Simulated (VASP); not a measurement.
Set up this calculation in VASP 6.6.1, as the native input.

```
Task                   : relaxation of cell and atoms
Functional             : PBEsol
Potentials or basis    : VASP PAW PBE potentials, release 64 (Sr_sv, Ti_sv, O)
Cutoff                 : 600 eV
k mesh                 : 8 × 8 × 8
Occupations            : gaussian, width 0.03 eV
Spin                   : no spin polarisation
Further INCAR settings : ALGO = Normal; EDIFF = 1e-07; IBRION = 2; EDIFFG = -0.005; NSW = 90; ISIF = 3
```

The structure of SrTiO3 (Tausonite) lies in POSCAR:

```
SrTiO3                                  
1.0
    3.8947475960      0.0000000000     -0.0000000000
    0.0000000000      3.8947475960     -0.0000000000
    0.0000000000      0.0000000000      3.8947475960
  Sr              Ti              O             
     1     1     3
Direct
     0.5000000000000000    0.5000000000000000    0.5000000000000000
     0.0000000000000000    0.0000000000000000    0.0000000000000000
     0.5000000000000000    0.0000000000000000    0.0000000000000000
     0.0000000000000000    0.5000000000000000    0.0000000000000000
     0.0000000000000000    0.0000000000000000    0.5000000000000000
```

One way to write it, as run:

INCAR

```
PREC = Accurate
ENCUT = 600
EDIFF = 1E-7
ISMEAR = 0
SIGMA = 0.03
LREAL = False
LASPH = True
NELM = 80
ALGO = Normal
ISIF = 3
LWAVE = False
LCHARG = False
GGA = PS
IBRION = 2
NSW = 90
EDIFFG = -0.005
KPAR = 4
```

KPOINTS

```
Automatic mesh
0
Gamma
  8 8 8
```

Potentials or basis: VASP PAW PBE potentials, release 64 (Sr_sv, Ti_sv, O).

Launch:

```console
$ cat potpaw_PBE.64/Sr_sv/POTCAR potpaw_PBE.64/Ti_sv/POTCAR potpaw_PBE.64/O/POTCAR > POTCAR
$ mpirun -np 4 vasp_std > vasp.out
```

It gave:

- Pressure after relaxing: 0.0 GPa
- Band gap on the k mesh: 1.82 eV, indirect (least direct gap 2.17 eV)

Caveat: the relaxation stopped at its first step, so nothing moved; the PAW data sets were made with another functional, which shifts forces and pressure a little.

Run time: 11 s on 4 MPI ranks on AMD EPYC 9R45 96-Core Processor (Zen 5), with other jobs on the host, peak memory 0.2 GiB a rank.
